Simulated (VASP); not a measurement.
Wanted: the native input for a VASP 6.6.1 run.

```
Task                   : single point
Functional             : PBE
Potentials or basis    : VASP PAW PBE potentials, release 64 (Hg, Te)
Cutoff                 : 520 eV
k mesh                 : 6 × 6 × 6
Occupations            : fermi-dirac, width 0.02 eV
Spin                   : no spin polarisation
Dipole correction      : no
Further INCAR settings : ALGO = Normal; EDIFF = 1e-06; NBANDS = 16
```

The structure of HgTe lies in POSCAR:

```
HgTe
1.0
    0.0000000000      3.1322650575      3.2891578888
    3.1322650575      0.0000000000      3.2891578888
    3.1322650575      3.1322650575      0.0000000000
Hg Te
1 1
Direct
    0.0000000000      0.0000000000      0.0000000000
    0.2500000000      0.2500000000      0.2500000000
```

The cell was built by a generator and needn't be a form met in nature.

The cell isn't the ideal one: biaxial_xy strain -4.8%.

These files were run (other wordings do the same):

INCAR

```
ALGO = Normal
EDIFF = 1E-6
ENCUT = 520
GGA = PE
ISIF = 2
ISMEAR = -1
LASPH = T
LCHARG = F
LREAL = F
LWAVE = F
NBANDS = 16
NELM = 100
PREC = Accurate
SIGMA = 0.02
```

KPOINTS

```
k-points
0
Gamma
  6 6 6
```

Potentials or basis: VASP PAW PBE potentials, release 64 (Hg, Te).

Command:

```console
$ cat potpaw_PBE.64/Hg/POTCAR potpaw_PBE.64/Te/POTCAR > POTCAR
$ mpirun -np 1 vasp_std > vasp.out
```

It gave:

The pressure is 6.4 GPa and the band gap on the k mesh is none (metal or under the smearing width).

Wall time 42 s on 1 thread of Intel(R) Xeon(R) Platinum 8259CL CPU @ 2.50GHz (Skylake/Cascade Lake), on a shared host, peak memory 0.21 GiB.
